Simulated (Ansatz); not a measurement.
NbC under strains and displacements

All numbers below come from Ansatz 0.2.0, DFT PBE, scalar-relativistic, plane waves, PAW.

Settings: cutoff 420 eV, Γ-centred mesh 16×16×16 on the computed 2-atom cell, Gaussian smearing of 0.10 eV; no spin polarisation.

Reference cell:

```
CELL_PARAMETERS angstrom
0.00000 2.20000 2.20000
2.20000 0.00000 2.20000
2.20000 2.20000 0.00000
ATOMIC_POSITIONS crystal
Nb 0.00000 0.00000 0.00000
C 0.50000 0.50000 0.50000
```

Each variant moves atoms of this cell by the vectors given, if any (Å), and then applies a symmetric strain (tensor components, Cartesian axes). The reference cell isn't relaxed at this level. Energies are per atom at zero smearing, counted from the lowest variant. Pressure is positive in compression.

1. strain (xx yy zz yz xz xy, %) -0.35 -0.35 -0.35 0.00 0.00 0.00
2. strain (xx yy zz yz xz xy, %) -1.85 -1.85 -1.85 0.00 0.00 0.00
3. strain (xx yy zz yz xz xy, %) -2.97 -2.97 -2.97 0.00 0.00 0.00
4. strain (xx yy zz yz xz xy, %) -2.28 -2.28 -2.28 0.00 0.00 0.00
5. strain (xx yy zz yz xz xy, %) 0.02 0.02 0.02 0.00 0.00 0.00

```csv
variant,ΔE (meV/atom),P (GPa),space group
1,15.6,23.57,Fm-3m
2,112.1,43.22,Fm-3m
3,221.7,60.49,Fm-3m
4,149.9,49.53,Fm-3m
5,0.0,19.29,Fm-3m
```